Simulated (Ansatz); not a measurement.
## ZrN: the change of pressure with volume scale

Results calculated with Ansatz 0.2.0, not measured. Periodic Kohn-Sham DFT of a crystal at fixed atoms, scaled to volume_scale times the given cell; pressure positive in compression, energy less spherical unpolarised free atoms, largest_vzz the field gradient of largest size among the nuclei.

The cell before it is scaled or strained (space group Fm-3m, No. 225):
```
CELL_PARAMETERS angstrom
0.00000 2.28420 2.28420
2.28420 0.00000 2.28420
2.28420 2.28420 0.00000
ATOMIC_POSITIONS crystal
Zr 0.00000 0.00000 0.00000
N 0.50000 0.50000 0.50000
```

Settings of every row: method frozen-core PAW; functional PBEsol; relativity scalar; k mesh 9x9x9; filling fermi-dirac; smearing width 0.01 eV; wave cutoff 420 eV; paw set soft_2.

Atom start moment: 0 on all atoms.

Limits: PAW files made with PBE.

| row | volume scale | V (Å³/atom) | pressure (GPa) |
| --- | --- | --- | --- |
| 1 | 0.94 | 11.203 | 15.367 |
| 2 | 0.9405 | 11.209 | 15.189 |
| 3 | 0.96 | 11.441 | 8.643 |
| 4 | 0.97 | 11.56 | 5.544 |
| 5 | 0.98 | 11.68 | 2.607 |
| 6 | 1 | 11.918 | -2.819 |
| 7 | 1.01 | 12.037 | ? |
| 8 | 1.02 | 12.156 | -7.695 |
| 9 | 1.03 | 12.276 | -9.944 |
| 10 | 1.04 | 12.395 | -12.072 |
| 11 | 1.06 | 12.633 | -16.003 |

Question: what pressure should row 7 give?

Worked fit of pressure. Take u = (V_r/V)^(2/3) − 1 with V_r = 11.799 Å³ an atom, which is twice the finite (Eulerian) strain; such expansions in the strain, on which the Birch-Murnaghan equation of state is built, carry the rest volume and the bulk modulus. The shown rows have u = 0.03516, 0.03479, 0.02075, 0.01374, 0.00678, -0.00667, -0.01968, -0.02607, -0.03232, -0.04451. Least squares give pressure = −0.1858 + 402.393 × u + 1100.86 × u² + 992 × u³ GPa; a parabola predicts inner rows, each left out in turn, worse (root mean square 0.018 against 0.01 GPa). The rows lie off it by 0.001, 0.001, -0.004, -0.009, 0.014, 0.002, -0.009, 0.002, 0.003, 0.000 (root mean square 0.0063 GPa). The pressure vanishes at u = 0.0005, or V = 11.79 Å³ an atom, and there the bulk modulus at fixed shape and fractions is B = −V dP/dV = (2/3)(1 + u) dP/du = 269 GPa. The withheld row has u = -0.01323, so the fit gives −0.1858 + 402.393 × (-0.01323) + 1100.86 × (-0.01323)² + 992 × (-0.01323)³ = -5.319 GPa.

The calculation gave -5.322 GPa. The fit lies 0.003 GPa (0.0096 % of the column's range) above it; its largest miss of a shown row is 0.014 GPa.
